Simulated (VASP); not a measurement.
Write the native input for VASP 6.6.1 that does the following.

```yaml
Task: band structure
Functional: PBEsol
Potentials_or_basis: VASP PAW PBE potentials, release 64 (Ba_sv, H)
Cutoff: 520 eV
k_mesh: 8 × 8 × 6
Occupations: gaussian, width 0.02 eV
Spin: no spin polarisation
Ladder: gaps
Further_INCAR_settings: ALGO = Normal; EDIFF = 1e-06
```

The structure of BaH2 lies in POSCAR:

```
BaH2
1.0
    4.4620250523      0.0000000000      0.0000000000
   -2.2310125262      3.8642270477      0.0000000000
    0.0000000000      0.0000000000      6.0552925900
Ba H
2 4
Direct
    0.3333333333      0.6666666667      0.2500000000
    0.6666666667      0.3333333333      0.7500000000
    0.0000000000      0.0000000000      0.0000000000
    0.0000000000      0.0000000000      0.5000000000
    0.6666666667      0.3333333333      0.2500000000
    0.3333333333      0.6666666667      0.7500000000
```

The cell comes from a database or a generator and needn't be the stable form of this composition.

The input as run:

INCAR

```
SYSTEM = BaH2
PREC = Accurate
ENCUT = 520
EDIFF = 1E-6
ISMEAR = 0
SIGMA = 0.02
LREAL = .False.
LASPH = .True.
NELM = 60
ALGO = Normal
ISIF = 2
LWAVE = .False.
LCHARG = .False.
GGA = PS
KPAR = 2
```

KPOINTS

```
regular mesh
0
Gamma
  8 8 6
  0 0 0
```

KPOINTS_OPT

```
path GMKGALHA,LM,KH
10
line-mode
reciprocal
 0.0000000000  0.0000000000  0.0000000000  G
 0.5000000000  0.0000000000  0.0000000000  M

 0.5000000000  0.0000000000  0.0000000000  M
 0.3333333333  0.3333333333  0.0000000000  K

 0.3333333333  0.3333333333  0.0000000000  K
 0.0000000000  0.0000000000  0.0000000000  G

 0.0000000000  0.0000000000  0.0000000000  G
 0.0000000000  0.0000000000  0.5000000000  A

 0.0000000000  0.0000000000  0.5000000000  A
 0.5000000000  0.0000000000  0.5000000000  L

 0.5000000000  0.0000000000  0.5000000000  L
 0.3333333333  0.3333333333  0.5000000000  H

 0.3333333333  0.3333333333  0.5000000000  H
 0.0000000000  0.0000000000  0.5000000000  A

 0.5000000000  0.0000000000  0.5000000000  L
 0.5000000000  0.0000000000  0.0000000000  M

 0.3333333333  0.3333333333  0.0000000000  K
 0.3333333333  0.3333333333  0.5000000000  H
```

Potentials or basis: VASP PAW PBE potentials, release 64 (Ba_sv, H).

Launch:

```sh
$ cat potpaw_PBE.64/Ba_sv/POTCAR potpaw_PBE.64/H/POTCAR > POTCAR
$ mpirun -np 2 vasp_std > vasp.out
```

Results of the run:

```
Pressure                : -1.8 GPa
Band gap on the k mesh  : 1.53 eV, indirect (least direct gap 2.53 eV)
Band gap along the path : 1.43 eV, indirect (least direct gap 2.49 eV)
```

Caveat: the PAW data sets were made with another functional, which shifts forces and pressure a little; spin-orbit coupling is left out, which moves the levels of the heavy elements; the mesh misses the band edges, which the band path finds closer together.

Run time: 42 s on 2 MPI ranks on AMD EPYC 9R45 (Zen 5), on a shared host, peak memory 0.28 GiB a rank.
